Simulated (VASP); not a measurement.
# BaTiO3: band structure with PBE

BaTiO3:

```
Ba Ti O
1.0
     4.00600    0.00000    0.00000
     0.00000    4.00600    0.00000
     0.00000    0.00000    4.00600
Ba Ti O
1 1 3
Direct
  0.50000 0.50000 0.50000
  0.00000 0.00000 0.00000
  0.00000 0.00000 0.50000
  0.00000 0.50000 0.00000
  0.50000 0.00000 0.00000
```

```
Program                : VASP 6.6.1
Task                   : band structure
Functional             : PBE
Potentials or basis    : VASP PAW PBE potentials, release 64 (Ba_sv, Ti_sv, O)
Cutoff                 : 520 eV
k mesh                 : 6 × 6 × 6
Occupations            : gaussian, width 0.02 eV
Spin                   : spin-orbit coupling, no magnetisation
Ladder                 : gaps
Further INCAR settings : ALGO = Normal; EDIFF = 1e-06; NBANDS = 55
```

```yaml
Pressure: 3.4 GPa
Valence_electrons_inside_the_program's_atomic_spheres: Ba 7.99; Ti 10.17; O 5.03
```

Run time: 88 s on 4 MPI ranks on Intel(R) Xeon(R) 6975P-C (Granite Rapids), on a shared host, peak memory 0.39 GiB a rank.
